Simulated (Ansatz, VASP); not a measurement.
# RbBr: VASP beside Ansatz

The input INCAR:

```
PREC     = Accurate       # precision mode
ENCUT    = 520            # plane-wave cutoff, eV
EDIFF    = 1E-6           # SCF threshold, eV
ISMEAR   = 0              # smearing method
SIGMA    = 0.05           # smearing width, eV
LREAL    = F              # projectors in reciprocal space
LASPH    = T              # aspherical terms in the spheres
NELM     = 60             # most SCF steps
ALGO     = Normal         # electronic algorithm
ISIF     = 2              # what is computed and relaxed
LWAVE    = F              # write WAVECAR
LCHARG   = F              # write CHGCAR
GGA      = PE             # functional
NBANDS   = 15             # bands
```

KPOINTS

```
regular mesh
0
Gamma
  6 6 6
```

The input POSCAR:

```
RbBr
1.0
    4.1260773000      0.0000000000      0.0000000000
    0.0000000000      4.1260773000      0.0000000000
    0.0000000000      0.0000000000      4.1260773000
Rb Br
1 1
Direct
    0.0000000000      0.0454426775      0.0000000000
    0.5000000000      0.5000000000      0.5000000000
```

Input for Ansatz:

```yaml
crystal:
  lattice:
    - [4.1260773, 0.0, 0.0]
    - [0.0, 4.1260773, 0.0]
    - [0.0, 0.0, 4.1260773]
  atoms:
    - { symbol: Rb, position: [0.0, 0.0454426775, 0.0] }
    - { symbol: Br, position: [0.5, 0.5, 0.5] }
basis:
  ecutwfc: 420
kpoints:
  mp_grid: { grid: [6, 6, 6] }
hamiltonian:
  xc: pbe
scf:
  occupations: { method: gaussian, width: 0.05 }
output:
  forces: true
  stress: true
  eigenvalues: true
```

Change from the starting cell: all Rb atoms moved +0.188 Å, as atom 1 along Cartesian [0 1 0].

Alike in both runs: task single point; functional PBE; k mesh 6 × 6 × 6; occupations gaussian, width 0.05 eV; no spin polarisation.

|  | VASP | Ansatz |
| --- | --- | --- |
| version | VASP 6.6.1 | Ansatz 0.2.0 |
| potentials or method | VASP PAW PBE potentials, release 64 (Rb_sv, Br) | scalar-relativistic, plane waves, PAW |
| plane-wave cutoff (eV) | 520 | 420 |
| valence electrons in the cell | 16 | 16 |

Ansatz gave:

| Quantity | Value |
| --- | --- |
| gap on the k mesh at the Fermi level (eV) | 4.09 |
| least direct gap on the mesh (eV) | 4.24 |
| pressure (GPa) | 1.0 |
| largest component of the traceless stress (GPa) | 0.05 |
| rms of the force components (eV/Å) | 0.089 |

Question: Estimate VASP's values.

Answer: gap on the k mesh at the Fermi level (eV): 4.09; least direct gap on the mesh (eV): 4.24; pressure (GPa): 1.0; largest component of the traceless stress (GPa): 0.06; rms of the force components (eV/Å): 0.090.

Atom by atom the forces differ by 0.001 eV/Å (rms over components). The functional is the same, so the differences come from potentials, cutoffs and numerics.

A k mesh can miss the band edges.
